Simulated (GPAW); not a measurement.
## Work function of Mg/Pt(110) at several levels

Aim: the work function of both faces of Mg/Pt(110), and its spread over functionals and bases.

Main program and level: GPAW 26.7.0; GPAW, PAW setups; slab in vacuum, relaxation, in the first sound run; inputs show where later runs differ.

### 1. Set-up

The cell holds 6 atoms: 5 Pt and 1 Mg. Cell: a = 3.920 Å, b = 2.772 Å, c = 24.101 Å, α = 90.0°, β = 90.0°, γ = 90.0°. Vacuum lies along c.

Structure file:

```
Pt Mg
1.0
     3.92000    0.00000    0.00000
     0.00000    2.77186    0.00000
     0.00000    0.00000   24.10078
Pt Mg
5 1
Direct
  0.00000 0.00000 0.33194
  0.50000 0.50000 0.38945
  0.00000 0.00000 0.44695
  0.50000 0.50000 0.50446
  0.00000 0.00000 0.56196
  0.00000 0.50000 0.66806
```

### 2. Relaxation

The atoms are relaxed first, since the surface dipole, and with it the work function, follows the positions of the outer layers. The lowest 3 atoms are held at bulk positions and keep their forces.

The input, run.py:

```python
import json
import numpy as np
from ase import Atoms
from ase.constraints import FixAtoms
from ase.optimize import BFGS
from gpaw import GPAW, PW

slab = Atoms(
    ['Pt', 'Pt', 'Pt', 'Pt', 'Pt', 'Mg'],
    positions=[
        [0.00000, 0.00000, 8.00000],
        [1.96000, 1.38593, 9.38593],
        [0.00000, 0.00000, 10.77186],
        [1.96000, 1.38593, 12.15779],
        [0.00000, 0.00000, 13.54372],
        [0.00000, 1.38593, 16.10078]],
    cell=[[3.92, 0.0, 0.0], [0.0, 2.77186, 0.0], [0.0, 0.0, 24.10078]],
    pbc=[True, True, False])

slab.calc = GPAW(mode=PW(400), xc='PBE', kpts={'size': (8, 11, 1), 'gamma': True},
                 occupations={'name': 'fermi-dirac', 'width': 0.1}, nbands='200%',
                 convergence={'density': 1e-05}, maxiter=200,
                 poissonsolver={'dipolelayer': 'xy'},
                 symmetry={'tolerance': 1e-3, 'extra_ids': [1, 1, 1, 0, 0, 0]}, txt='slab.txt')
result = {}
slab.set_constraint(FixAtoms([0, 1, 2]))
path = []
opt = BFGS(slab, maxstep=0.2)
opt.attach(lambda: path.append((slab.get_potential_energy(), slab.positions.tolist(), slab.get_forces().tolist())))
result['relaxed'] = bool(opt.run(fmax=0.03, steps=40))
result['path'] = path
energy = slab.get_potential_energy()
fermi = slab.calc.get_fermi_level()
v = slab.calc.get_electrostatic_potential().mean((0, 1)) - fermi
n = slab.calc.get_pseudo_density().mean((0, 1))
L = slab.cell[2, 2]
z = np.arange(len(v)) * L / len(v)
low, high = slab.positions[:, 2].min(), slab.positions[:, 2].max()
below, above = np.interp([low - 5.8, high + 5.8], z, v)
slopes = [np.interp(x, z, np.gradient(v, z)) for x in (low - 5.8, high + 5.8)]
eps = np.array([[slab.calc.get_eigenvalues(k, s) for k in range(len(slab.calc.get_ibz_k_points()))]
                for s in range(slab.calc.get_number_of_spins())]) - fermi
top, bottom = eps[eps < 0].max(), eps[eps > 0].min()
dipole = slab.get_dipole_moment()[2]
print(f'energy {energy:.4f} eV, Fermi level {fermi:.4f} eV, dipole {dipole:.5f} e A')
print(f'potential 5.8 A off the faces, from the Fermi level: lower {below:.4f} eV, upper {above:.4f} eV')
print(f'slope of the potential there: lower {slopes[0]:.5f}, upper {slopes[1]:.5f} eV/A')
print(f'nearest levels on the mesh: {top:.4f} and {bottom:.4f} eV')
print('magnetic moment', round(slab.get_magnetic_moment(), 3))
result.update(energy=energy, fermi=fermi, dipole=dipole, below=below, above=above, slopes=slopes, edges=[top, bottom],
              z=z.tolist(), v=v.tolist(), n=n.tolist(), positions=slab.positions.tolist(),
              forces=slab.get_forces(apply_constraint=False).tolist(), moments=slab.get_magnetic_moments().tolist())
json.dump(result, open('result.json', 'w'))
```

Started as:

```sh
$ OMP_NUM_THREADS=1 OPENBLAS_NUM_THREADS=1 python run.py
```

Output:

```text
Step          Energy          fmax
BFGS:    0      -31.626555        1.107510
BFGS:    1      -31.671729        1.076012
BFGS:    2      -31.910178        0.564594
BFGS:    3      -31.920148        0.299932
BFGS:    4      -31.922513        0.216172
BFGS:    5      -31.924999        0.233246
BFGS:    6      -31.930038        0.236941
BFGS:    7      -31.936534        0.245583
BFGS:    8      -31.940638        0.257047
BFGS:    9      -31.942590        0.199839
BFGS:   10      -31.944014        0.139271
BFGS:   11      -31.945138        0.093949
BFGS:   12      -31.945618        0.027950
energy -31.8046 eV, Fermi level 0.8858 eV, dipole 0.08933 e A
potential 5.8 A off the faces, from the Fermi level: lower 5.3137 eV, upper 3.8271 eV
slope of the potential there: lower -0.00003, upper 0.00037 eV/A
nearest levels on the mesh: -0.0003 and 0.0074 eV
magnetic moment 0.0
```

Elapsed: 1.6 h, on 1 thread of Arm Neoverse V1, shared host; peak memory 0.44 GiB.

The steps of the relaxation:

```csv
step,energy less that of the first step (eV),largest force (eV/Å)
1,0.0000,1.1075
2,-0.0456,1.0760
3,-0.2901,0.5646
4,-0.2989,0.2999
5,-0.3016,0.2162
6,-0.3043,0.2332
7,-0.3098,0.2369
8,-0.3167,0.2456
9,-0.3209,0.2570
10,-0.3228,0.1998
11,-0.3242,0.1393
12,-0.3255,0.0939
13,-0.3261,0.0279
```

The atoms that moved most (Å):

```csv
atom,dx,dy,dz,length
Mg6,0.000,0.000,-0.311,0.311
Pt4,0.000,0.000,0.120,0.120
Pt5,0.000,0.000,0.060,0.060
```

Final coordinates:

```xyz
6
Lattice="3.9200 0.0000 0.0000 0.0000 2.7719 0.0000 0.0000 0.0000 24.1008" Properties=species:S:1:pos:R:3
Pt    0.0000    0.0000    8.0000
Pt    1.9600    1.3859    9.3859
Pt    0.0000    0.0000   10.7719
Pt    1.9600    1.3859   12.2781
Pt    0.0000    0.0000   13.6040
Mg    0.0000    1.3859   15.7901
```

This step gave:

* dipole along the normal: 0.08933 e·Å
* levels nearest the Fermi level on the mesh: -2.75e-4, 0.007408 eV from the Fermi level
* upper work function: 3.827 eV
* lower work function: 5.314 eV

The electrostatic potential energy of an electron (without an applied field's), less the Fermi level, planar mean oscillates, so the rows of the table below give means over windows of 1 Å about each position, cut where the curve ends. Its maxima inside the range that stand out by 2 % of the span (Å: eV): 2.0: 5.31, 8.7: -7.76, 10.1: -8.30, 11.5: -6.17, 12.9: -9.14, 14.7: 1.42. Its minima: 8.1: -14.8, 9.4: -15.9, 10.8: -15.7, 12.3: -15.9, 13.6: -15.2, 15.8: -7.57.

Electrostatic potential energy of an electron (without an applied field's), less the Fermi level, planar mean against z; means over each step:

z (Å), electrostatic potential energy of an electron (without an applied field's), less the Fermi level, planar mean (eV) and a bar from the least value:
```
        0        5.0 ##############################
        1        5.3 ##############################
        2        5.3 ##############################
        3        5.3 ##############################
        4        5.3 ##############################
        5        5.3 ##############################
        6        5.1 ##############################
        7        1.4 #######################
        8      -11.8 
        9      -11.5 #
       10      -10.9 ##
       11      -12.0 
       12      -11.7 
       13      -11.5 #
       14       -8.1 #######
       15       -0.5 ####################
       16       -5.4 ###########
       17        1.4 #######################
       18        3.5 ###########################
       19        3.8 ###########################
       20        3.8 ###########################
       21        3.8 ###########################
       22        3.8 ###########################
       23        3.8 ###########################
```

The pseudo valence density, planar mean oscillates, so the rows of the table below give means over windows of 1 Å about each position, cut where the curve ends. Its maxima inside the range that stand out by 2 % of the span (Å: e/Å³): 8.0: 1.51, 9.5: 1.52, 10.8: 1.56, 12.3: 1.56, 13.6: 1.53, 15.7: 1.20. Its minima: 8.6: 0.670, 10.1: 0.644, 11.6: 0.569, 12.9: 0.697, 15.1: 0.127.

Table of pseudo valence density, planar mean by z; means over each step:

z (Å), pseudo valence density, planar mean (e/Å³) and a bar:
```
        4       0.00 
        5       0.00 
        6       0.01 
        7       0.19 #####
        8       1.13 ##############################
        9       1.04 ############################
       10       0.93 #########################
       11       1.10 #############################
       12       1.07 #############################
       13       0.99 ##########################
       14       0.85 #######################
       15       0.23 ######
       16       0.69 ##################
       17       0.04 #
       18       0.01 
       19       0.00 
       20       0.00
```

The relaxation lowered the energy of the cell by 0.326 eV (energies extrapolated to zero smearing; the optimiser's log prints free energies). The largest force left on a free atom is 0.028 eV/Å.

### 3. The slab's potential

With the geometry fixed, the planar mean of the potential gives the vacuum level on each side.

This step: GPAW, PAW setups; slab in vacuum (GPAW 26.7.0).

run.py: that of step 2 with these lines changed.

```diff
@@ -3,4 +3,2 @@
 from ase import Atoms
-from ase.constraints import FixAtoms
-from ase.optimize import BFGS
 from gpaw import GPAW, PW
@@ -13,5 +11,5 @@
         [0.00000, 0.00000, 10.77186],
-        [1.96000, 1.38593, 12.15779],
-        [0.00000, 0.00000, 13.54372],
-        [0.00000, 1.38593, 16.10078]],
+        [1.96000, 1.38593, 12.27809],
+        [0.00000, -0.00000, 13.60398],
+        [0.00000, 1.38593, 15.79005]],
     cell=[[3.92, 0.0, 0.0], [0.0, 2.77186, 0.0], [0.0, 0.0, 24.10078]],
@@ -23,10 +21,4 @@
                  poissonsolver={'dipolelayer': 'xy'},
-                 symmetry={'tolerance': 1e-3, 'extra_ids': [1, 1, 1, 0, 0, 0]}, txt='slab.txt')
+                 symmetry={'tolerance': 1e-3}, txt='slab.txt')
 result = {}
-slab.set_constraint(FixAtoms([0, 1, 2]))
-path = []
-opt = BFGS(slab, maxstep=0.2)
-opt.attach(lambda: path.append((slab.get_potential_energy(), slab.positions.tolist(), slab.get_forces().tolist())))
-result['relaxed'] = bool(opt.run(fmax=0.03, steps=40))
-result['path'] = path
 energy = slab.get_potential_energy()
```

Output:

```text
energy -31.8046 eV, Fermi level 0.8858 eV, dipole 0.08931 e A
potential 5.8 A off the faces, from the Fermi level: lower 5.3137 eV, upper 3.8272 eV
slope of the potential there: lower -0.00003, upper 0.00037 eV/A
nearest levels on the mesh: -0.0003 and 0.0074 eV
magnetic moment 0.0
```

It took 8.6 min on 1 thread; peak memory 0.43 GiB.

This step gave:

- dipole along the normal: 0.08931 e·Å
- levels nearest the Fermi level on the mesh: -2.74e-4, 0.007407 eV from the Fermi level

The electrostatic potential energy of an electron (without an applied field's), less the Fermi level, planar mean oscillates, so the rows of the table below give means over windows of 0.5 Å about each position, cut where the curve ends. Its maxima inside the range that stand out by 2 % of the span (Å: eV): 2.04: 5.31, 8.72: -7.76, 10.11: -8.30, 11.51: -6.17, 12.91: -9.14, 14.74: 1.42. Its minima: 8.07: -14.8, 9.36: -15.9, 10.76: -15.7, 12.27: -15.9, 13.56: -15.2, 15.82: -7.57.

Electrostatic potential energy of an electron (without an applied field's), less the Fermi level, planar mean against z; means over each step:

```csv
z (Å),"electrostatic potential energy of an electron (without an applied field's), less the Fermi level, planar mean (eV)"
0.0,4.84
0.5,5.27
1.0,5.31
1.5,5.31
2.0,5.31
2.5,5.31
3.0,5.31
3.5,5.31
4.0,5.31
4.5,5.31
5.0,5.30
5.5,5.26
6.0,5.12
6.5,4.55
7.0,2.17
7.5,-5.70
8.0,-13.8
8.5,-9.54
9.0,-11.2
9.5,-14.6
10.0,-9.31
10.5,-12.9
11.0,-13.0
11.5,-7.07
12.0,-12.3
12.5,-13.8
13.0,-9.98
13.5,-14.1
14.0,-8.33
14.5,0.0915
15.0,0.161
15.5,-4.99
16.0,-6.26
16.5,-1.48
17.0,1.56
17.5,2.95
18.0,3.51
18.5,3.72
19.0,3.79
19.5,3.81
20.0,3.82
20.5,3.83
21.0,3.83
21.5,3.83
22.0,3.83
22.5,3.83
23.0,3.83
23.5,3.84
```

The pseudo valence density, planar mean oscillates, so the rows of the table below give means over windows of 1 Å about each position, cut where the curve ends. Its maxima inside the range that stand out by 2 % of the span (Å: e/Å³): 8.0: 1.51, 9.5: 1.52, 10.8: 1.56, 12.3: 1.56, 13.6: 1.53, 15.7: 1.20. Its minima: 8.6: 0.670, 10.1: 0.644, 11.6: 0.569, 12.9: 0.697, 15.1: 0.127.

The pseudo valence density, planar mean by z; means over each step:

```csv
z (Å),"pseudo valence density, planar mean (e/Å³)"
4,4.5e-5
5,6.8e-4
6,0.0106
7,0.195
8,1.13
9,1.04
10,0.931
11,1.10
12,1.07
13,0.988
14,0.851
15,0.229
16,0.689
17,0.0412
18,0.00820
19,0.00111
20,1.4e-4
```

Force by atom:

```csv
atom,x (eV/Å),y (eV/Å),z (eV/Å),size
Pt1,0.000,0.000,0.328,0.328
Pt2,0.000,0.000,-0.784,0.784
Pt3,0.000,0.000,0.444,0.444
Pt4,0.000,0.000,0.011,0.011
Pt5,0.000,0.000,0.027,0.027
Mg6,0.000,0.000,-0.027,0.027
```

The potential is flat to 3.7e-4 eV/Å where it is read, so the vacuum is wide enough.

### 4. Self-consistent run: xc = "LDA"

The same geometry under LDA, to see how far the functional moves the levels against the vacuum.

run.py: that of step 3 with these lines changed.

```diff
@@ -17,3 +17,3 @@
 
-slab.calc = GPAW(mode=PW(400), xc='PBE', kpts={'size': (8, 11, 1), 'gamma': True},
+slab.calc = GPAW(mode=PW(400), xc='LDA', kpts={'size': (8, 11, 1), 'gamma': True},
                  occupations={'name': 'fermi-dirac', 'width': 0.1}, nbands='200%',
```

Output:

```text
energy -38.6019 eV, Fermi level 0.6098 eV, dipole 0.10481 e A
potential 5.8 A off the faces, from the Fermi level: lower 5.6904 eV, upper 3.9460 eV
slope of the potential there: lower -0.00003, upper 0.00035 eV/A
nearest levels on the mesh: -0.0066 and 0.0016 eV
magnetic moment 0.0
```

Elapsed: 8.2 min, on 1 thread; peak memory 0.43 GiB.

Numbers from this step:

```yaml
dipole_along_the_normal: 0.1048 e·Å
levels_nearest_the_fermi_level_on_the_mesh: -0.006584, 0.001580 eV from the Fermi level
upper_work_function: 3.946 eV
lower_work_function: 5.690 eV
```

The electrostatic potential energy of an electron (without an applied field's), less the Fermi level, planar mean oscillates, so the rows of the table below give means over windows of 1 Å about each position, cut where the curve ends. Its maxima inside the range that stand out by 2 % of the span (Å: eV): 1.5: 5.69, 8.7: -7.40, 10.1: -7.93, 11.5: -5.80, 12.9: -8.77, 14.7: 1.74. Its minima: 8.1: -14.5, 9.4: -15.5, 10.8: -15.4, 12.3: -15.5, 13.6: -14.9, 15.8: -7.35.

Table of electrostatic potential energy of an electron (without an applied field's), less the Fermi level, planar mean by z; means over each step:

z (Å), electrostatic potential energy of an electron (without an applied field's), less the Fermi level, planar mean (eV) and a bar from the least value:
```
        0        5.4 #############################
        1        5.7 ##############################
        2        5.7 ##############################
        3        5.7 ##############################
        4        5.7 ##############################
        5        5.7 ##############################
        6        5.5 ##############################
        7        1.8 #######################
        8      -11.5 
        9      -11.2 #
       10      -10.5 ##
       11      -11.6 
       12      -11.4 
       13      -11.1 #
       14       -7.8 #######
       15       -0.2 ####################
       16       -5.2 ###########
       17        1.5 #######################
       18        3.6 ##########################
       19        3.9 ###########################
       20        3.9 ###########################
       21        3.9 ###########################
       22        3.9 ###########################
       23        3.9 ###########################
```

The pseudo valence density, planar mean oscillates, so the rows of the table below give means over windows of 1 Å about each position, cut where the curve ends. Its maxima inside the range that stand out by 2 % of the span (Å: e/Å³): 8.0: 1.50, 9.5: 1.52, 10.8: 1.55, 12.3: 1.56, 13.6: 1.53, 15.7: 1.20. Its minima: 8.6: 0.671, 10.1: 0.646, 11.6: 0.571, 12.9: 0.699, 15.1: 0.128.

The pseudo valence density, planar mean by z; means over each step:

```csv
z (Å),"pseudo valence density, planar mean (e/Å³)"
4,3.9e-5
5,6.5e-4
6,0.0107
7,0.195
8,1.13
9,1.04
10,0.931
11,1.10
12,1.07
13,0.989
14,0.851
15,0.230
16,0.689
17,0.0408
18,0.00811
19,0.00113
20,1.4e-4
```

Force by atom:

```csv
atom,x (eV/Å),y (eV/Å),z (eV/Å),size
Pt1,0.00,0.00,1.26,1.26
Pt2,0.00,0.00,-0.62,0.62
Pt3,0.00,0.00,0.36,0.36
Pt4,0.00,0.00,-0.09,0.09
Pt5,0.00,0.00,-0.46,0.46
Mg6,0.00,0.00,-0.46,0.46
```

The upper face's work function is 3.946 eV, against 3.827 eV in the first plane-wave PBE run at this geometry.

### 5. Self-consistent run: xc = "vdW-DF2"

The same geometry under vdW-DF2, to see how far the functional moves the levels against the vacuum (the van der Waals functionals take revPBE setups).

run.py: that of step 4 with these lines changed.

```diff
@@ -17,3 +17,3 @@
 
-slab.calc = GPAW(mode=PW(400), xc='LDA', kpts={'size': (8, 11, 1), 'gamma': True},
+slab.calc = GPAW(mode=PW(400), xc='vdW-DF2', kpts={'size': (8, 11, 1), 'gamma': True},
                  occupations={'name': 'fermi-dirac', 'width': 0.1}, nbands='200%',
```

Output:

```text
energy -840.5996 eV, Fermi level 0.8211 eV, dipole 0.10128 e A
potential 5.8 A off the faces, from the Fermi level: lower 5.6771 eV, upper 3.9914 eV
slope of the potential there: lower -0.00005, upper 0.00058 eV/A
nearest levels on the mesh: -0.0042 and 0.0158 eV
magnetic moment 0.0
```

Elapsed: 8.7 min, on 1 thread; peak memory 0.59 GiB.

Numbers from this step:

```
dipole along the normal                    : 0.1013 e·Å
levels nearest the Fermi level on the mesh : -0.004206, 0.01576 eV from the Fermi level
upper work function                        : 3.991 eV
lower work function                        : 5.677 eV
```

The upper face's work function is 3.991 eV, against 3.827 eV in the first plane-wave PBE run at this geometry.

### 6. Self-consistent run: xc = "RPBE"

The same geometry under RPBE, to see how far the functional moves the levels against the vacuum.

run.py: that of step 5 with these lines changed.

```diff
@@ -17,3 +17,3 @@
 
-slab.calc = GPAW(mode=PW(400), xc='vdW-DF2', kpts={'size': (8, 11, 1), 'gamma': True},
+slab.calc = GPAW(mode=PW(400), xc='RPBE', kpts={'size': (8, 11, 1), 'gamma': True},
                  occupations={'name': 'fermi-dirac', 'width': 0.1}, nbands='200%',
```

Output:

```text
energy -28.5985 eV, Fermi level 0.9874 eV, dipole 0.08317 e A
potential 5.8 A off the faces, from the Fermi level: lower 5.1530 eV, upper 3.7689 eV
slope of the potential there: lower -0.00003, upper 0.00040 eV/A
nearest levels on the mesh: -0.0003 and 0.0059 eV
magnetic moment 0.0
```

Elapsed: 8.4 min, on 1 thread; peak memory 0.43 GiB.

This step gave:

| Item | Value |
| --- | --- |
| dipole along the normal | 0.08317 e·Å |
| levels nearest the Fermi level on the mesh | -3.43e-4, 0.005903 eV from the Fermi level |
| upper work function | 3.769 eV |
| lower work function | 5.153 eV |

The upper face's work function is 3.769 eV, against 3.827 eV in the first plane-wave PBE run at this geometry.

### 7. OptPBE vdW: xc = "optPBE-vdW"

The same geometry under optPBE-vdW, to see how far the functional moves the levels against the vacuum (the van der Waals functionals take revPBE setups).

run.py: that of step 6 with these lines changed.

```diff
@@ -17,3 +17,3 @@
 
-slab.calc = GPAW(mode=PW(400), xc='RPBE', kpts={'size': (8, 11, 1), 'gamma': True},
+slab.calc = GPAW(mode=PW(400), xc='optPBE-vdW', kpts={'size': (8, 11, 1), 'gamma': True},
                  occupations={'name': 'fermi-dirac', 'width': 0.1}, nbands='200%',
```

Output:

```text
energy -118.3193 eV, Fermi level 0.7959 eV, dipole 0.09431 e A
potential 5.8 A off the faces, from the Fermi level: lower 5.5032 eV, upper 3.9335 eV
slope of the potential there: lower -0.00005, upper 0.00061 eV/A
nearest levels on the mesh: -0.0010 and 0.0021 eV
magnetic moment 0.0
```

It took 8.4 min on 1 thread; peak memory 0.59 GiB.

Numbers from this step:

```yaml
dipole_along_the_normal: 0.09431 e·Å
levels_nearest_the_fermi_level_on_the_mesh: -0.001003, 0.002149 eV from the Fermi level
upper_work_function: 3.933 eV
lower_work_function: 5.503 eV
```

The electrostatic potential energy of an electron (without an applied field's), less the Fermi level, planar mean oscillates, so the rows of the table below give means over windows of 1 Å about each position, cut where the curve ends. Its maxima inside the range that stand out by 2 % of the span (Å: eV): 1.5: 5.50, 8.7: -7.74, 10.1: -8.26, 11.5: -6.15, 12.9: -9.10, 14.7: 1.36. Its minima: 8.1: -14.7, 9.4: -15.8, 10.8: -15.7, 12.3: -15.8, 13.6: -15.1, 15.8: -7.58.

The electrostatic potential energy of an electron (without an applied field's), less the Fermi level, planar mean by z; means over each step:

```csv
z (Å),"electrostatic potential energy of an electron (without an applied field's), less the Fermi level, planar mean (eV)"
0,5.21
1,5.50
2,5.50
3,5.50
4,5.50
5,5.48
6,5.22
7,1.52
8,-11.7
9,-11.5
10,-10.8
11,-11.9
12,-11.7
13,-11.4
14,-8.05
15,-0.580
16,-5.38
17,1.39
18,3.53
19,3.88
20,3.93
21,3.93
22,3.93
23,3.93
```

The upper face's work function is 3.933 eV, against 3.827 eV in the first plane-wave PBE run at this geometry.

(Continued in part 2 of 2.)

[Logs are printed without paths, hosts, clocks, repeated set-up lines and the standing remarks that a program may print on its own settings, such as how far it seeks lower states.]

[Hosts, paths, dates, database ids (printed as entryN), source tags and the programs' standing remarks are cut or masked in the printed files.]
